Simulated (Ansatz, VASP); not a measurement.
Tl: VASP beside Ansatz

```
Tl
1.0
    -1.94100    1.94100    1.94100
     1.94100   -1.94100    1.94100
     1.94100    1.94100   -1.94100
Tl
1
Direct
  0.00000 0.00000 0.00000
```

Alike in both runs: task electric field gradients; functional PBE; k mesh 18 × 18 × 18; occupations fermi-dirac, width 0.05 eV; no spin polarisation.

```csv
,VASP,Ansatz
version,VASP 6.6.1,Ansatz 0.2.0
potentials or method,"VASP PAW PBE potentials, release 64 (Tl_d)","PAW with Ansatz's default frozen-core files, scalar-relativistic"
plane-wave cutoff (eV),520,420
valence electrons in the cell,13,13
```

|  | VASP | Ansatz | Ansatz less VASP |
| --- | --- | --- | --- |
| pressure (GPa) | 2.2 | 2.2 | +0.06 |
| Vzz of the field gradient on the site that differs most (V/Å²) | 0.0 | 0.0 | 0.00 |

The functional is the same, so the differences come from potentials, cutoffs and numerics. Ansatz warned: «gradients_without_spin_orbit».

Spin-orbit coupling is left out, which matters for the levels of Tl.
